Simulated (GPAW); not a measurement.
Ni:

```
CELL_PARAMETERS angstrom
0.00000 1.73757 1.73757
1.73757 0.00000 1.73757
1.73757 1.73757 0.00000
ATOMIC_POSITIONS crystal
Ni 0.00000 0.00000 0.00000
```

Base run:

| Item | Value |
| --- | --- |
| Program | GPAW 26.7.0 |
| Functional | PBEsol |
| Potentials or basis | PAW data sets generated in the run's folder for this functional |
| Cutoff | 600 eV |
| Basis | pw |
| k mesh | 13 × 13 × 13 |
| Occupations | fermi-dirac, width 0.05 eV |
| Spin | collinear spin, ferromagnetic start |
| Starting moments | [1.0] μB |
| Hubbard terms | Ni d U = 3 eV |

Its results: pressure -0.8 GPa; net moment 0.79 μB per cell; site moments Ni +0.85 μB.

Q: The run is repeated on the same cell with these changes: hubbard terms from Ni d U = 3 eV to Ni d U = 1 eV. What comes out?

A: Pressure -0.7 GPa; net moment 0.64 μB per cell; site moments Ni +0.69 μB.

Caveats: the stock nickel data set gives pressures a few GPa off other programs; the U is typed as a test and isn't derived for this compound.
